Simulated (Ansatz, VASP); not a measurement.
# InSe: VASP beside Ansatz

```
In Se
1.0
     5.94066   -2.09495    0.00000
     5.94066    2.09495    0.00000
    -1.75703    0.00000    4.86493
In Se
2 2
Cartesian
  10.4707 0.0000 0.2279
  -0.3464 0.0000 4.6370
  6.6773 0.0000 3.2544
  3.4470 0.0000 1.6105
```

Change from the starting cell: volume scaled by 1.06.

Alike in both runs: task single point; functional PBE; k mesh 7 × 7 × 6; occupations fermi-dirac, width 0.05 eV; no spin polarisation.

|  | VASP | Ansatz |
| --- | --- | --- |
| version | VASP 6.6.1 | Ansatz 0.2.0 |
| potentials or method | VASP PAW PBE potentials, release 64 (In_d, Se) | Ansatz PAW |
| plane-wave cutoff (eV) | 520 | 420 |
| valence electrons in the cell | 38 | 58 |

|  | VASP | Ansatz | Ansatz less VASP |
| --- | --- | --- | --- |
| gap on the k mesh at the Fermi level (eV) | 1.03 | 1.04 | +0.006 |
| least direct gap on the mesh (eV) | 1.05 | 1.06 | +0.006 |
| pressure (GPa) | -1.2 | -1.2 | -0.02 |
| largest component of the traceless stress (GPa) | 0.43 | 0.43 | +0.004 |
| rms of the force components (eV/Å) | 0.098 | 0.104 | +0.0057 |

Atom by atom the forces differ by 0.006 eV/Å (rms over components). The two sets of potentials don't hold the same shells in valence.

Caveats: spin-orbit coupling is left out, which moves the levels of the heavy elements; an odd mesh through Γ misses points on the zone boundary, where band edges often lie (VASP); odd divisions of the mesh miss points on the zone boundary, where band edges often lie, so the gap on the mesh can be too wide (Ansatz).
